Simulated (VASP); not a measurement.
# Ag (Fm-3m) in VASP: notebook, part 2 of 2

VASP 6.6.1. The steps go on from the part before.

## 3. Single point, PBE

The input, INCAR:

```
SYSTEM = Ag
  PREC = Accurate
  ENCUT = 520
  EDIFF = 1E-7
  ISMEAR = 0
  SIGMA = 0.1
  LREAL = .False.
  LASPH = .True.
  NELM = 100
  ALGO = Fast
  ISIF = 2
  LWAVE = .False.
  LCHARG = .False.
  GGA = PE
  NBANDS = 12
```

The input, KPOINTS:

```
regular mesh
0
Gamma
  12 12 12
  0 0 0
```

The input, POSCAR:

```
Ag
1.0
    0.0000000000      2.0427500000      2.0427500000
    2.0427500000      0.0000000000      2.0427500000
    2.0427500000      2.0427500000      0.0000000000
Ag
1
Direct
    0.0000000000      0.0000000000      0.0000000000
```

Potentials or basis: VASP PAW PBE potentials, release 64 (Ag).

Run with:

```
cat potpaw_PBE.64/Ag/POTCAR > POTCAR
mpirun -np 1 vasp_std > vasp.out
```

Run time: 5.4 s. Hardware: 1 thread of Intel Xeon 6975P-C (Granite Rapids), shared host; peak memory 0.14 GiB.

It converged, with:

```
Free energy            : -2.7026 eV
Pressure               : 4.8 GPa
Band gap on the k mesh : none (metal or under the smearing width)
```

Levels at points of the mesh, in eV from the Fermi level:
| k point | band 3 | band 4 | band 5 | band 6 | band 7 | band 8 | band 9 | band 10 |
| --- | --- | --- | --- | --- | --- | --- | --- | --- |
| (0.00, 0.00, 0.00) | -4.75 | -4.75 | -3.72 | -3.72 | 16.08 | 19.65 | 19.65 | 19.65 |
| (0.50, 0.00, 0.00) | -4.78 | -2.92 | -2.92 | -0.35 | 3.66 | 15.31 | 17.93 | 17.93 |
| (0.50, 0.50, 0.00) | -2.96 | -2.72 | -2.72 | 1.66 | 6.80 | 10.72 | 10.72 | 17.24 |

## 4. Single point, PBE

INCAR, as its differences from that of step 3:

```diff
@@ -2,3 +2,3 @@
   PREC = Accurate
-  ENCUT = 520
+  ENCUT = 600
   EDIFF = 1E-7
```

KPOINTS is that of step 3.

POSCAR is that of step 3.

Potentials or basis: VASP PAW PBE potentials, release 64 (Ag).

Run with:

```
cat potpaw_PBE.64/Ag/POTCAR > POTCAR
mpirun -np 1 vasp_std > vasp.out
```

OUTCAR:

```text
SYSTEM = Ag
   PREC = Accurate
   ENCUT = 600
   EDIFF = 1E-7
   ISMEAR = 0
   LREAL = .False.
   LASPH = .True.
   NELM = 100
   ISIF = 2
   GGA = PE

 ion  position               nearest neighbor table
   1  0.000  0.000  0.000-

  LATTYP: Found a face centered cubic cell.
 ALAT       =     4.0855000000

  Lattice vectors:

 A1 = (   0.0000000000,   2.0427500000,   2.0427500000)
 A2 = (   2.0427500000,   0.0000000000,   2.0427500000)
 A3 = (   2.0427500000,   2.0427500000,   0.0000000000)

Analysis of symmetry for initial positions (statically):
=====================================================================
 Subroutine PRICEL returns:
 Original cell was already a primitive cell.

 Routine SETGRP: Setting up the symmetry group for a
 face centered cubic supercell.

 Subroutine GETGRP returns: Found 48 space group operations
 (whereof 48 operations were pure point group operations)
 out of a pool of 48 trial point group operations.

The static configuration has the point symmetry O_h .

Analysis of symmetry for dynamics (positions and initial velocities):
=====================================================================
 Subroutine PRICEL returns:
 Original cell was already a primitive cell.

 Routine SETGRP: Setting up the symmetry group for a
 face centered cubic supercell.

 Subroutine GETGRP returns: Found 48 space group operations
 (whereof 48 operations were pure point group operations)
 out of a pool of 48 trial point group operations.

The dynamic configuration has the point symmetry O_h .

 Subroutine INISYM returns: Found 48 space group operations
 (whereof 48 operations are pure point group operations),
 and found     1 'primitive' translations

----------------------------------------------------------------------------------------

                                     Primitive cell

  volume of cell :      17.0481

[... 112 lines left out ...]
   LHFCALC =     F    Hartree Fock is set to
   AEXX    =    0.0000 exact exchange contribution
   IVDW    =     0    specifies the selected vdW correction
   LEPSILON=     F    determine dielectric tensor
   LRPA    =     F    only Hartree local field effects (RPA)
 non-spin polarized calculation
 RMM-DIIS sequential band-by-band and
 Gauss-broadening in eV      SIGMA  =   0.10
  energy-cutoff  :      600.00
  volume of cell :       17.05
 maximum number of plane-waves:       588
   NGX = 11   NGY = 11   NGZ = 11

 number of electron      10.9999999 magnetization

 Free energy of the ion-electron system (eV)
  ---------------------------------------------------
  ext. energy  EPLUGINS =         0.00000000
  ---------------------------------------------------
  free energy    TOTEN  =        -2.70238445 eV

  energy without entropy =       -2.70057590  energy(sigma->0) =       -2.70148017

 E-fermi :   8.3815     XC(G=0): -12.2103

 val. band max:        8.2381334099   @ k =   0.5000   0.3333   0.1667
 cond. band min:       8.4172160675   @ k =   0.5000   0.0833   0.0000
 fundamental gap:      0.1790826576
 Fermi energy:         8.3815321092

 k-point     1 :       0.0000    0.0000    0.0000
  band No.  band energies     occupation
      1       0.6631      2.00000
      2       3.6276      2.00000
      3       3.6276      2.00000
      4       3.6276      2.00000
      5       4.6623      2.00000
      6       4.6623      2.00000
      7      24.4567      0.00000
      8      28.0362      0.00000
      9      28.0362      0.00000
     10      28.0362      0.00000
     11      32.8412      0.00000
     12      33.9858      0.00000
[... 331 lines left out ...]
 k-point    24 :      -0.4167    0.1667    0.0000
  band No.  band energies     occupation
      1       2.4719      2.00000
      2       3.3677      2.00000
      3       3.9708      2.00000
      4       4.4390      2.00000
      5       5.3213      2.00000
      6       9.5991      0.00000
      7      12.5274      0.00000
      8      21.1823      0.00000
      9      24.7512      0.00000
     10      24.8068      0.00000
     11      32.8496      0.00000
     12      33.0898      0.00000

 [... further k-points ...]

------------------------ aborting loop because EDIFF is reached ----------------------------------------

  FORCE on cell =-STRESS in cart. coord.  units (eV):
  Direction    XX          YY          ZZ          XY          YZ          ZX
  --------------------------------------------------------------------------------------
  -------------------------------------------------------------------------------------
  Total        0.5049604      0.5049604      0.5049604      0.0000000      0.0000000     -0.0000000
  in kB       47.4561268     47.4561268     47.4561268      0.0000000      0.0000000     -0.0000000
  external PRESSURE =      47.4561268 kB  Pullay stress =       0.0000000 kB

 VOLUME and BASIS-vectors are now :
 -----------------------------------------------------------------------------
  energy-cutoff  :      600.00
  volume of cell :       17.05
      direct lattice vectors                 reciprocal lattice vectors
     0.000000000  2.042750000  2.042750000    -0.244768082  0.244768082  0.244768082
     2.042750000  0.000000000  2.042750000     0.244768082 -0.244768082  0.244768082
     2.042750000  2.042750000  0.000000000     0.244768082  0.244768082 -0.244768082

 POSITION                                       TOTAL-FORCE (eV/Angst)
 -----------------------------------------------------------------------------------
      0.00000      0.00000      0.00000        -0.000000     -0.000000     -0.000000
 -----------------------------------------------------------------------------------
    total drift:                               -0.000000      0.000000     -0.000000

  FREE ENERGIE OF THE ION-ELECTRON SYSTEM (eV)
  ---------------------------------------------------
  free  energy   TOTEN  =        -2.7023844471 eV

  energy  without entropy=       -2.7005758994  energy(sigma->0) =       -2.70148017
```

It took 5.6 s on 1 thread of Intel Xeon 6975P-C (Granite Rapids), shared host; peak memory 0.14 GiB.

Results:

| Property | Result |
| --- | --- |
| Free energy | -2.7024 eV |
| Pressure | 4.7 GPa |
| Band gap on the k mesh | none (metal or under the smearing width) |

## 5. Single point, PBE

INCAR, as its differences from that of step 4:

```diff
@@ -2,3 +2,3 @@
   PREC = Accurate
-  ENCUT = 600
+  ENCUT = 700
   EDIFF = 1E-7
```

KPOINTS is that of step 4.

POSCAR is that of step 4.

Potentials or basis: VASP PAW PBE potentials, release 64 (Ag).

Run with:

```
cat potpaw_PBE.64/Ag/POTCAR > POTCAR
mpirun -np 1 vasp_std > vasp.out
```

OUTCAR:

```text
SYSTEM = Ag
   PREC = Accurate
   ENCUT = 700
   EDIFF = 1E-7
   ISMEAR = 0
   LREAL = .False.
   LASPH = .True.
   NELM = 100
   ISIF = 2
   GGA = PE

 ion  position               nearest neighbor table
   1  0.000  0.000  0.000-

  LATTYP: Found a face centered cubic cell.
 ALAT       =     4.0855000000

  Lattice vectors:

 A1 = (   0.0000000000,   2.0427500000,   2.0427500000)
 A2 = (   2.0427500000,   0.0000000000,   2.0427500000)
 A3 = (   2.0427500000,   2.0427500000,   0.0000000000)

Analysis of symmetry for initial positions (statically):
=====================================================================
 Subroutine PRICEL returns:
 Original cell was already a primitive cell.

 Routine SETGRP: Setting up the symmetry group for a
 face centered cubic supercell.

 Subroutine GETGRP returns: Found 48 space group operations
 (whereof 48 operations were pure point group operations)
 out of a pool of 48 trial point group operations.

The static configuration has the point symmetry O_h .

Analysis of symmetry for dynamics (positions and initial velocities):
[... 172 lines left out ...]
      4       3.6276      2.00000
      5       4.6622      2.00000
      6       4.6622      2.00000
      7      24.4564      0.00000
      8      28.0360      0.00000
      9      28.0360      0.00000
     10      28.0360      0.00000
     11      32.8413      0.00000
     12      33.9854      0.00000
[... 331 lines left out ...]
 k-point    24 :      -0.4167    0.1667    0.0000
  band No.  band energies     occupation
      1       2.4718      2.00000
      2       3.3677      2.00000
      3       3.9707      2.00000
      4       4.4389      2.00000
      5       5.3212      2.00000
      6       9.5989      0.00000
      7      12.5273      0.00000
      8      21.1822      0.00000
      9      24.7511      0.00000
     10      24.8067      0.00000
     11      32.8493      0.00000
     12      33.0895      0.00000

 [... further k-points ...]

------------------------ aborting loop because EDIFF is reached ----------------------------------------

  FORCE on cell =-STRESS in cart. coord.  units (eV):
  Direction    XX          YY          ZZ          XY          YZ          ZX
  --------------------------------------------------------------------------------------
  -------------------------------------------------------------------------------------
  Total        0.5141854      0.5141854      0.5141854     -0.0000000      0.0000000     -0.0000000
  in kB       48.3230855     48.3230855     48.3230855     -0.0000000      0.0000000     -0.0000000
  external PRESSURE =      48.3230855 kB  Pullay stress =       0.0000000 kB

 VOLUME and BASIS-vectors are now :
 -----------------------------------------------------------------------------
  energy-cutoff  :      700.00
  volume of cell :       17.05
      direct lattice vectors                 reciprocal lattice vectors
     0.000000000  2.042750000  2.042750000    -0.244768082  0.244768082  0.244768082
     2.042750000  0.000000000  2.042750000     0.244768082 -0.244768082  0.244768082
     2.042750000  2.042750000  0.000000000     0.244768082  0.244768082 -0.244768082

 POSITION                                       TOTAL-FORCE (eV/Angst)
 -----------------------------------------------------------------------------------
      0.00000      0.00000      0.00000        -0.000000     -0.000000      0.000000
 -----------------------------------------------------------------------------------
    total drift:                               -0.000000     -0.000000     -0.000000

  FREE ENERGIE OF THE ION-ELECTRON SYSTEM (eV)
  ---------------------------------------------------
  free  energy   TOTEN  =        -2.7023896815 eV

  energy  without entropy=       -2.7005811026  energy(sigma->0) =       -2.70148539
```

stdout:

```text
POSCAR found type information on POSCAR Ag
 POSCAR found :  1 types and       1 ions
 scaLAPACK will be used
 LDA part: xc-table for (Slater+PW92), standard interpolation
 POSCAR, INCAR and KPOINTS ok, starting setup
 FFT: planning ... GRIDC
 FFT: planning ... GRID_SOFT
 FFT: planning ... GRID
 WAVECAR not read
 entering main loop
```

Run time: 12 s. Hardware: 1 thread of Intel Xeon 6975P-C (Granite Rapids), shared host; peak memory 0.17 GiB.

Results:

```yaml
Free_energy: -2.7024 eV
Pressure: 4.8 GPa
Band_gap_on_the_k_mesh: none (metal or under the smearing width)
```

## 6. The runs side by side

```tsv
cutoff (eV)	gap on the mesh (eV)	pressure (GPa)
450	none	4.8
520	none	4.8
600	none	4.7
700	none	4.8
```

Alike in all rows: task single point; level PBE; potentials or basis VASP PAW PBE potentials, release 64 (Ag); no spin polarisation; cell as given; k mesh 12 × 12 × 12; smearing gaussian 0.1 eV.

Every run on the cell as given and a fine mesh finds a metal.

Total energies depend on the potentials used, so only differences within one code and one set of settings carry meaning.
